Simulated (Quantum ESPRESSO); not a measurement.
CdSe:

```xyz
2
Lattice="0.0000 3.0703 3.0703 3.0703 0.0000 3.0703 3.0703 3.0703 0.0000" Properties=species:S:1:pos:R:3 pbc="T T T"
Cd    0.0000    0.0000    0.0000
Se    1.5351    1.5351    1.5351
```

Measurements of this composition are mostly on another form, of space group No. 186.

```yaml
Program: Quantum ESPRESSO 7.5
Task: phonons
Functional: vdW-DF-cx
Potentials_or_basis: GBRV 1.5 PBE
Cutoff: 612 eV
Density_cutoff: 4898 eV
k_mesh: 6 × 6 × 6, shifted
Occupations: fermi-dirac, width 0.05 eV
Spin: no spin polarisation
Mixing_beta: 0.5
Most_SCF_iterations: 120
SCF_threshold: 4e-10 Ry
```

The cell and the atoms were relaxed first, to 28.53 Å³/atom (a = 4.321 Å, b = 4.321 Å, c = 4.321 Å, α = 60.00°, β = 60.00°, γ = 60.00°), and the response was taken there.

The first run showed a gap, so the response started from a second, tighter run with fixed occupations.

The run gives a transverse optical frequency of 165 cm⁻¹, an electronic dielectric constant of 8.12 and Born charges of ±2.29 e.

Q: What are the longitudinal frequency and the static dielectric constant?

A: The longitudinal mode lies at 198 cm⁻¹, 33 cm⁻¹ over the transverse one, and the static constant is 11.69. The two agree with the Lyddane-Sachs-Teller relation: (198/165)² = 1.44 and 11.69/8.12 = 1.44.

Caveat: the mesh is thin for the dielectric tensor, Born charges and intensities, which usually come out too large; the potentials were made for another functional, which shifts forces and pressure; the gap on the mesh is small and may close between mesh points, in which case fixed occupations spoil the response.
